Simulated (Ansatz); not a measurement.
**Co (bcc)**

Level of theory: DFT, PBE with spin–orbit coupling, two-component spinors; plane waves to 420 eV with PAW datasets (Ansatz 0.2.0), Γ-centred 20×20×20 mesh, 0.05 eV Gaussian smearing; PAW files: Ansatz's generated set soft_2.

```
Co
1.0
    -1.40484    1.40484    1.40484
     1.40484   -1.40484    1.40484
     1.40484    1.40484   -1.40484
Co
1
Direct
  0.00000 0.00000 0.00000
```

At room temperature and ambient pressure Co is hcp.

Magnetic state: ferromagnetic, site spin moments Co 1.75 μB, along [001] (Cartesian), which lowers the symmetry.

The cell is relaxed to zero pressure at this level.

Path: Γ–H–N–Γ–P–H | P–N, with Γ = (0.000, 0.000, 0.000), H = (0.500, -0.500, 0.500), N = (0.000, 0.000, 0.500), P = (0.250, 0.250, 0.250) in reciprocal vectors of the calculation's cell.

Q: Is it a metal or an insulator, and if it has a gap, where are the band edges on this path?

A: A metal: bands cross the Fermi level.

Levels between -4 and 4 eV from the Fermi level at the path's named points:
| point | below E_F (eV) | above E_F (eV) |
| --- | --- | --- |
| Γ | -3.09 -3.06 -3.02 -2.01 -1.99 -1.54 -1.52 -1.47 | 0.35 0.36 |
| H | -3.82 -3.82 -0.90 -0.86 -0.81 | 0.87 0.91 0.95 |
| N | -2.66 -1.94 -1.81 -0.62 -0.23 -0.21 | 0.21 0.57 1.18 |
| P | -3.93 -3.91 -3.89 -2.80 -2.78 -2.77 -1.79 -1.79 | 0.61 0.61 |

Site moments are of spin, integrated over Gaussian weights of 0.5 Å, which gives about a tenth less on f atoms than spheres do. No antiparallel order was tried.
